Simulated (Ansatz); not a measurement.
# Straining NiO

All numbers below come from Ansatz, DFT r2SCAN, scalar-relativistic, plane waves, PAW. (500 eV cutoff, 10×10×8 k-mesh, Gaussian smearing of 0.02 eV, collinear spin)

Reference structure (relaxed):

```
Ni O
1.0
     2.09430    2.09430    0.00000
    -2.09430    2.09430    0.00000
     0.00000    0.00000    4.18860
Ni O
2 2
Direct
  0.00000 0.00000 0.00000
  0.50000 0.50000 0.50000
  0.50000 0.50000 0.00000
  0.00000 0.00000 0.50000
```

Deformation: uniaxial strain along c, with the lengths of a and b and the atoms relaxed and the angles held, all within the symmetry that the strain leaves. Energies are extrapolated to zero smearing. Gaps are generalised Kohn–Sham gaps over the whole zone.

With moments and this functional the run may sit in a state above the lowest one.

```csv
strain (%),ΔE (meV/atom),a (Å),b (Å),c (Å),gap (eV),moment (μB/cell)
-6.0,41.7,3.017,3.017,3.937,0.26,4.00
-4.0,17.1,2.996,2.996,4.021,0.46,4.00
-2.0,3.9,2.978,2.978,4.105,0.65,4.00
+0.0,0.0,2.962,2.962,4.189,0.82,4.00
+2.0,3.4,2.948,2.948,4.272,0.70,4.00
+4.0,12.5,2.935,2.935,4.356,0.54,4.00
+6.0,26.0,2.923,2.923,4.440,0.37,4.00
```

What stiffness (1/V) d²E/dε² at zero strain does a cubic fit over all points give?

A cubic fit gives (1/V) d²E/dε² = 328 GPa at zero strain (Young's modulus along this axis, angles held).

How does the free axis a answer a small strain?

Between the innermost points its strain is -0.25 times the applied one.

How fast does the gap move with strain on either side?

88 meV per percent on the compressed side and -62 meV per percent on the stretched side.